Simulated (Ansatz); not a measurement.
# The polar optical mode of BaO at 16 GPa, worked through

The calculation used DFT PBEsol, scalar-relativistic, plane waves, PAW in Ansatz. Cutoff 420 eV, 10×10×10 k-points (Γ-centred), fixed occupations. No spin polarisation. Phonons by linear response, acoustic sum rule imposed.

The cell, relaxed at 16 GPa:
```cif
data_structure
_symmetry_space_group_name_H-M 'Fm-3m'
_symmetry_Int_Tables_number 225
_cell_length_a 5.2278
_cell_length_b 5.2278
_cell_length_c 5.2278
_cell_angle_alpha 90.000
_cell_angle_beta 90.000
_cell_angle_gamma 90.000
_cell_volume 142.87
loop_
_atom_site_label
_atom_site_type_symbol
_atom_site_symmetry_multiplicity
_atom_site_Wyckoff_symbol
_atom_site_fract_x
_atom_site_fract_y
_atom_site_fract_z
_atom_site_occupancy
Ba1 Ba 4 a 0.00000 0.00000 0.00000 1
O1 O 4 b 0.50000 0.00000 0.00000 1
```

Spin–orbit coupling is left out, which matters for heavy elements. The real crystal has changed phase below this pressure.

Linear response gives ν_TO = 144.5 cm⁻¹, Born charges ±2.962 e (positive on Ba) and ε∞ = 4.448. The primitive cell holds 35.718 Å³, and the masses are 137.327 and 15.999 amu.

Question: Find ν_LO and the static dielectric constant.

Answer: The long-wave field adds a restoring force: ω_LO² − ω_TO² = Z*²e²/(ε_vac ε∞ μV). In these units ν_LO² − ν_TO² = 4.92064×10⁷ Z*²/(μ V ε∞) cm⁻², with μ = m₁m₂/(m₁ + m₂) = 14.330 amu: 189660 cm⁻². So ν_LO = √(144.5² + 189660) = 458.8 cm⁻¹, and the run gives 458.9. Lyddane–Sachs–Teller then gives ε0 = ε∞ (ν_LO/ν_TO)² = 44.85, against 44.85 in the run (it forms both from the same three quantities, so the match checks the arithmetic only). Between ν_TO and ν_LO the dielectric function is negative and an undamped crystal reflects fully: a reststrahlen band from 21.8 to 69.2 μm.

Question: What do the Clausius–Mossotti polarisability and the Szigeti charge come to?

Answer: With the Lorentz local field, α = (3V/4π)(ε∞ − 1)/(ε∞ + 2) = 4.56 Å³ for the pair, and e_S = 3Z*/(ε∞ + 2) = 1.38 e. The Born charge includes the electrons' response to the dipole's own local field, and e_S takes that enhancement out. The Lorentz field assumes point-like polarisable ions, a poor picture once ε∞ is this large, since the electron clouds then overlap or are shared, so both numbers are formal here.

Question: How strongly does a slow electron couple to the LO mode?

Answer: For one isotropic parabolic band, Fröhlich's constant is α_F = (1/ε∞ − 1/ε0) √(m* Ry/ħω_LO), with Ry = 13.606 eV, ħω_LO = 56.9 meV and m* in free-electron masses: α_F = 0.2025 × 15.46 × √m* = 3.13 √m*. The band mass isn't part of this run; for m* = 0.1, 0.3 and 1 it gives 0.99, 1.72, 3.13. In weak coupling the polaron lies α_F ħω_LO below the band edge (98 meV at m* = 0.3) with a mass m*(1 + α_F/6); past α_F of about 5 or 6 that expansion fails. A semilocal functional's ε∞ tends to be too large, which taken alone lowers α_F.